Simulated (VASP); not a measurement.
A run of VASP 6.6.1 is set up as follows.

INCAR

```
SYSTEM = Al2O3
PREC     = Accurate       ! precision mode
ENCUT    = 520            ! plane-wave cutoff, eV
EDIFF    = 1E-7           ! SCF threshold, eV
ISMEAR   = -1             ! smearing method
SIGMA    = 0.05           ! smearing width, eV
LREAL    = .False.        ! projectors in reciprocal space
LASPH    = .True.         ! aspherical terms in the spheres
NELM     = 100            ! most SCF steps
ALGO     = Normal         ! electronic algorithm
ISIF     = 2              ! what is computed and relaxed
LWAVE    = .False.        ! write WAVECAR
LCHARG   = .False.        ! write CHGCAR
GGA      = RP             ! functional
NBANDS   = 35             ! bands
```

The input KPOINTS:

```
regular mesh
0
Gamma
  5 3 7
  0 0 0
```

Contents of POSCAR:

```
Al2O3
1.0
    4.6137770000      0.0000000000      0.0000000000
    0.0000000000      9.5632790000      0.0000000000
    0.0000000000      0.0000000000      3.1198620000
Al O
4 6
Direct
    0.9829750000      0.8245730000      0.0000000000
    0.0170250000      0.1754270000      0.0000000000
    0.4829750000      0.6754270000      0.5000000000
    0.5170250000      0.3245730000      0.5000000000
    0.5000000000      0.5000000000      0.5000000000
    0.1236350000      0.7530500000      0.5000000000
    0.3763650000      0.2530500000      0.0000000000
    0.6236350000      0.7469500000      0.0000000000
    0.0000000000      0.0000000000      0.0000000000
    0.8763650000      0.2469500000      0.5000000000
```

File KPOINTS_OPT:

```
path GXSYGZURTZ,YT,UX,SR
15
line-mode
reciprocal
 0.0000000000  0.0000000000  0.0000000000  G
 0.0000000000  0.0000000000  0.5000000000  X

 0.0000000000  0.0000000000  0.5000000000  X
 0.5000000000  0.0000000000  0.5000000000  S

 0.5000000000  0.0000000000  0.5000000000  S
 0.5000000000  0.0000000000  0.0000000000  Y

 0.5000000000  0.0000000000  0.0000000000  Y
 0.0000000000  0.0000000000  0.0000000000  G

 0.0000000000  0.0000000000  0.0000000000  G
 0.0000000000  0.5000000000  0.0000000000  Z

 0.0000000000  0.5000000000  0.0000000000  Z
 0.0000000000  0.5000000000  0.5000000000  U

 0.0000000000  0.5000000000  0.5000000000  U
 0.5000000000  0.5000000000  0.5000000000  R

 0.5000000000  0.5000000000  0.5000000000  R
 0.5000000000  0.5000000000  0.0000000000  T

 0.5000000000  0.5000000000  0.0000000000  T
 0.0000000000  0.5000000000  0.0000000000  Z

 0.5000000000  0.0000000000  0.0000000000  Y
 0.5000000000  0.5000000000  0.0000000000  T

 0.0000000000  0.5000000000  0.5000000000  U
 0.0000000000  0.0000000000  0.5000000000  X

 0.5000000000  0.0000000000  0.5000000000  S
 0.5000000000  0.5000000000  0.5000000000  R
```

Potentials or basis: VASP PAW PBE potentials, release 64 (Al, O).

Run with:

```sh
$ cat potpaw_PBE.64/Al/POTCAR potpaw_PBE.64/O/POTCAR > POTCAR
$ mpirun -np 1 vasp_std > vasp.out
```

Question: Estimate the largest force.

Answer: 0.214 eV/Å.

Question: Estimate the band gap on the k mesh.

Answer: 3.68 eV, direct.

Levels at the corners of the path, in eV from the valence-band top:
| point | band 21 | band 22 | band 23 | band 24 | band 25 | band 26 | band 27 | band 28 |
| --- | --- | --- | --- | --- | --- | --- | --- | --- |
| Γ | -1.03 | -0.53 | -0.06 | 0.00 | 3.68 | 5.19 | 6.33 | 7.04 |
| X | -1.06 | -1.06 | -0.71 | -0.71 | 7.88 | 7.88 | 8.23 | 8.23 |
| X | -1.06 | -1.06 | -0.71 | -0.71 | 7.88 | 7.88 | 8.23 | 8.23 |
| S | -1.20 | -1.20 | -0.56 | -0.56 | 7.12 | 7.12 | 8.25 | 8.25 |
| S | -1.20 | -1.20 | -0.56 | -0.56 | 7.12 | 7.12 | 8.25 | 8.25 |
| Y | -0.87 | -0.87 | -0.02 | -0.02 | 6.15 | 6.15 | 6.68 | 6.68 |
| Y | -0.87 | -0.87 | -0.02 | -0.02 | 6.15 | 6.15 | 6.68 | 6.68 |
| Γ | -1.03 | -0.53 | -0.06 | 0.00 | 3.68 | 5.19 | 6.33 | 7.04 |
| Γ | -1.03 | -0.53 | -0.06 | 0.00 | 3.68 | 5.19 | 6.33 | 7.04 |
| Z | -0.73 | -0.73 | -0.03 | -0.03 | 4.33 | 4.33 | 6.69 | 6.69 |
| Z | -0.73 | -0.73 | -0.03 | -0.03 | 4.33 | 4.33 | 6.69 | 6.69 |
| U | -1.13 | -1.13 | -0.61 | -0.61 | 7.80 | 7.80 | 8.28 | 8.28 |
| U | -1.13 | -1.13 | -0.61 | -0.61 | 7.80 | 7.80 | 8.28 | 8.28 |
| R | -1.04 | -1.04 | -0.72 | -0.72 | 7.33 | 7.33 | 8.20 | 8.20 |
| R | -1.04 | -1.04 | -0.72 | -0.72 | 7.33 | 7.33 | 8.20 | 8.20 |
| T | -0.80 | -0.80 | -0.02 | -0.02 | 6.13 | 6.13 | 6.65 | 6.65 |
| T | -0.80 | -0.80 | -0.02 | -0.02 | 6.13 | 6.13 | 6.65 | 6.65 |
| Z | -0.73 | -0.73 | -0.03 | -0.03 | 4.33 | 4.33 | 6.69 | 6.69 |
| Y | -0.87 | -0.87 | -0.02 | -0.02 | 6.15 | 6.15 | 6.68 | 6.68 |
| T | -0.80 | -0.80 | -0.02 | -0.02 | 6.13 | 6.13 | 6.65 | 6.65 |
| U | -1.13 | -1.13 | -0.61 | -0.61 | 7.80 | 7.80 | 8.28 | 8.28 |
| X | -1.06 | -1.06 | -0.71 | -0.71 | 7.88 | 7.88 | 8.23 | 8.23 |
| S | -1.20 | -1.20 | -0.56 | -0.56 | 7.12 | 7.12 | 8.25 | 8.25 |
| R | -1.04 | -1.04 | -0.72 | -0.72 | 7.33 | 7.33 | 8.20 | 8.20 |

Caveat: the PAW data sets were made with another functional, which shifts forces and pressure a little.
